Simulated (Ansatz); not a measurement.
# Ir (Fm-3m) in Ansatz: further runs

Runs on Ir. Level: PBE. Tasks: single point.

All numbers are computed with Ansatz 0.2.0; they aren't measurements. Logs are shortened: lines on timing, memory, paths and dates and some standing lists are left out, and cuts for length are marked.

### Step 1. The crystal as given

The structure is cubic, space group Fm-3m (No. 225). Conventional cell: a = 3.831 Å, b = 3.831 Å, c = 3.831 Å, α = 90.00°, β = 90.00°, γ = 90.00°. Around Ir (site symmetry m-3m) lie 12 Ir at 2.71 Å.

### Step 2. Single point, PBE

input.yaml reads:

```yaml
crystal:
  lattice:
    - [0.0, 1.9156, 1.9156]
    - [1.9156, 0.0, 1.9156]
    - [1.9156, 1.9156, 0.0]
  atoms:
    - { symbol: Ir, position: [0.0, 0.0, 0.0] }
hamiltonian:
  xc: pbe
  pseudopotentials: { kind: paw }
kpoints:
  mp_grid: { grid: [12, 12, 12] }
scf:
  occupations: { method: gaussian, width: 0.022 }
output:
  forces: true
  stress: true
  eigenvalues: true
```

Potentials or basis: Ansatz PAW.

Launch:

```console
ansatz run input.yaml --threads 2 --pin off --max-ram 5632MiB --backend cpu --events-out ev --progress --plain --runs-dir out
```

The program printed:

```text
Warning: RAYON_NUM_THREADS=2 ignored (pool sized by the plan → 2); use --threads N
Engine: ansatz 0.2.0, aarch64-unknown-linux-gnu
Pseudopotentials: kind: paw
Pseudopotential: Ir, paw, valence charge 17, recommended cutoff 420 eV (normal), Ir.paw.azcp
Functional definition: PBE
  parameter kappa = 0.804
  parameter beta = 0.06672455060314922
  exchange = pbe_x(kappa = kappa, mu = beta*pi^2/3)
  correlation = pbe_c(beta = beta)
Crystal: 1 atoms, lattice volume = 14.059 Å³
Basis set: ecut = 420 eV, 283 PW (Γ), exchange–correlation on 40×40×40 points (8 copies of the dense FFT grid, shifted against one another)
Bands: 13, of which v1, the nominal top of the filled ones, is band 9 counted from 1 (8 counted from 0)
Symmetry: 48 space group operations
Space group: Fm-3m (ITA 225), of the structure as read, at distance tolerance 2.4e-5 Å
k-points: 72 of 1728
Non-local potential: Ir, projectors of the file, l = 0: 3, l = 1: 2, l = 2: 2, l = 3: 1
PAW form: soft (Blöchl's): semilocal exchange-correlation on the pseudo side does not see the compensation charge
PAW one-centre angular grid: Ir, 590 points (default); XC on 64 Gauss nodes
Initial density: superposition of atomic densities (neutral atoms: chi_scale 0, normalization atom), corrected by the library's trained network
Initial wavefunctions: pseudopotential atomic-orbital guess
Functional: x = pbe(κ = 0.804, μ = 0.2195149727645171), c = pbe(β = 0.06672455060314922)
SCF iter   1: F=—  HF=-11935.312161 eV  |F-HF|=—  |Δ(HF+E_count)|=         —  Δρ=4.47e-3  dr2=4.66e-4  ethr=1.77e-3  ⟨swp⟩=5.8  Hψ=4949  notcnv=0
preconditioner: auto → none  [insulator: Δε(μ)=0.023 eV  Ē_g=14.309 eV  σ=0.022 eV  W_gap=0.50  n_scr=0 (ndim 8)  ℏωp=29.7 eV  f_vac=0.000  D(μ)=1.11/eV (n_scr^D=14)  ε∞_Penn≈5.3]
SCF iter   2: F=—  HF=-11935.312688 eV  |F-HF|=—  |Δ(HF+E_count)|=   5.27e-4  Δρ=2.28e-3  dr2=1.19e-4  ethr=2.74e-6  ⟨swp⟩=2.0  Hψ=2000  notcnv=0  defer=30
SCF iter   3: F=—  HF=-11935.312973 eV  |F-HF|=—  |Δ(HF+E_count)|=   2.84e-4  Δρ=5.29e-4  dr2=3.42e-5  ethr=7.02e-7  ⟨swp⟩=2.0  Hψ=1232  notcnv=0  defer=30
SCF iter   4: F=—  HF=-11935.312961 eV  |F-HF|=—  |Δ(HF+E_count)|=   1.12e-5  Δρ=1.20e-4  dr2=1.43e-6  ethr=2.01e-7  ⟨swp⟩=2.4  Hψ=1279  notcnv=0  defer=30
iter 5 did not close the SCF: its close was put off for the readings that it lacked (scf_convergence_deferred on its scf_iter line)
SCF iter   5: F=-11935.312961 eV  HF=-11935.312961 eV  |F-HF|=3.09e-9  |Δ(HF+E_count)|=   2.41e-7  Δρ=2.08e-5  dr2=2.02e-8  ethr=8.40e-9  ⟨swp⟩=2.2  Hψ=1233  notcnv=0  defer=30
SCF iter   6: F=-11935.312961 eV  HF=-11935.312961 eV  |F-HF|=1.46e-11  |Δ(HF+E_count)|=   5.54e-9  Δρ=6.08e-7  dr2=8.52e-12  ethr=1.19e-10  ⟨swp⟩=3.4  Hψ=3359  notcnv=0
SCF 1 converged in 6 iterations: F = -11935.312961 eV  dr2 = 8.52e-12
SCF converged after 6 iterations
Free energy (F): -11935.312961 eV
Harris-Foulkes:  -11935.312961 eV  (|F-HF|=1.46e-11)
Internal energy: -11935.312689 eV  (E = F + TS)
E sigma→0 (E₀):  -11935.312825 eV
Entropy (-TS):   -0.000272 eV (-0.272 meV/atom)
Fermi energy:    26.061318 eV
--- Per-component energies (eV) ---
  E_band       = -79.494491
  E_kinetic    = 623.796449
  E_local      = -1056.307776  (includes V_loc(G=0)·N_el)
  E_nonlocal   = 72.589445
  E_hartree    = 406.492763
  E_xc         = -268.371070
  E_vxc        = -300.647527  (∫ρ·V_xc dr)
  E_paw        = -9223.445177  (= ΣΔE_a)
  E_vpaw       = -231.910583  (= ΣTr[D̂ρ^β])
  E_aug_tail   = 0.000053  (compensation charges beyond the density's cutoff)
  E_ewald      = -2490.067375
  E_smearing   = -0.000272  (= −TS)
  E_closure    = -0.000000  (closes the sum)
  Σ components = -11935.312961   (vs F -11935.312961, Δ=0.00e0)
--- Forces (eV/Å), atoms counted from 1 ---
  atom   1  Ir    -0.00000000    -0.00000000     0.00000000
  max |Σ_I F_I| component: 3.70e-32 eV/Å
--- Stress (GPa, compression-positive) ---
       11.113909       0.000000      -0.000000
        0.000000      11.113909       0.000000
        0.000000      -0.000000      11.113909
  P = ⅓ Tr σ = 11.1139 GPa (111.139 kbar)
--- Band table (eV; the first three rows and the last of 72) ---
  k-point 0: bands = ["-66.8666", "-23.3432", "-23.3432", "-23.3432", "14.8389", "22.1028", "22.1028", "22.1028", "24.8213", "24.8213", "39.6174", "45.1600", "45.1600"]
  k-point 1: bands = ["-66.8621", "-23.3994", "-23.3509", "-23.3509", "15.1492", "21.9403", "22.2334", "22.2334", "24.7382", "24.7382", "40.1496", "43.8756", "45.6784"]
  k-point 2: bands = ["-66.8497", "-23.5516", "-23.3718", "-23.3718", "15.9985", "21.6145", "22.4986", "22.4986", "24.6578", "24.6578", "41.2588", "41.9198", "47.1412"]
  k-point 71: bands = ["-66.7760", "-23.8772", "-23.8772", "-23.6507", "19.6965", "21.1045", "21.1045", "24.1937", "27.5462", "34.2384", "35.1050", "35.1050", "39.3869"]
```

Wall time 0.56 s (2 threads of Arm Neoverse V1, shared host); peak memory 0.26 GiB.

What came out:

```yaml
Free_energy: -11935.3130 eV
Pressure: 11.1 GPa
Band_gap_on_the_k_mesh: none (metal or under the smearing width)
```

Spin-orbit coupling is left out, which matters for the levels of Ir.

### Step 3. Single point, PBE

Changes to input.yaml since step 2:

```diff
@@ -13,3 +13,3 @@
 scf:
-  occupations: { method: gaussian, width: 0.022 }
+  occupations: { method: gaussian, width: 0.023 }
 output:
```

Potentials or basis: Ansatz PAW.

Launch:

```console
ansatz run input.yaml --threads 2 --pin off --max-ram 5632MiB --backend cpu --events-out ev --progress --plain --runs-dir out
```

It took 0.57 s on 2 threads of Arm Neoverse V1, shared host; peak memory 0.26 GiB.

The run converged. Its results:

```yaml
Free_energy: -11935.3130 eV
Pressure: 11.1 GPa
Band_gap_on_the_k_mesh: none (metal or under the smearing width)
```

Levels at points of the mesh, in eV from the Fermi level:
```
             k point  band 6  band 7  band 8  band 9  band 10  band 11
  (0.00, 0.00, 0.00)   -3.96   -3.96   -3.96   -1.24    -1.24    13.56
 (0.00, 0.00, -0.50)   -4.07   -4.07   -0.82    0.89     0.89     7.32
(0.00, -0.50, -0.50)   -7.45    0.85    1.48    1.48     1.64    10.59
```

Spin-orbit coupling is left out, which matters for the levels of Ir.
